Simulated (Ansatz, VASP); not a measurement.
**One calculation of MgI2, two programs**

```
CELL_PARAMETERS angstrom
4.12447 0.00000 0.00000
-2.06224 3.57190 0.00000
0.00000 0.00000 6.83943
ATOMIC_POSITIONS crystal
Mg 0.00000 0.00000 0.00000
I 0.33333 0.66667 0.24527
I 0.66667 0.33333 0.75473
```

Alike in both runs: functional PBE; dispersion D3(BJ); k mesh 6 × 6 × 4; occupations gaussian, width 0.02 eV; no spin polarisation.

Ansatz relaxed the structure, and its values are those at the end. VASP's run is a single point on that final structure, the one shown.

|  | VASP | Ansatz |
| --- | --- | --- |
| version | VASP 6.6.1 | Ansatz 0.2.0 |
| potentials or method | VASP PAW PBE potentials, release 64 (Mg, I) | scalar-relativistic, plane waves, PAW |
| plane-wave cutoff (eV) | 520 | 420 |
| valence electrons in the cell | 16 | 44 |

Ansatz gave:

```
gap on the k mesh at the Fermi level (eV) : 3.55
least direct gap on the mesh (eV)         : 3.77
pressure (GPa)                            : 0.0
rms of the force components (eV/Å)        : 0.000
```

Q: Estimate VASP's values.

A: gap on the k mesh at the Fermi level (eV): 3.53; least direct gap on the mesh (eV): 3.75; pressure (GPa): -0.1; rms of the force components (eV/Å): 0.004.

The two sets of potentials don't hold the same shells in valence.

Caveats: spin-orbit coupling is left out, which moves the levels of the heavy elements. A k mesh can miss the band edges. As with any semilocal functional, this PBE gap is likely too small.
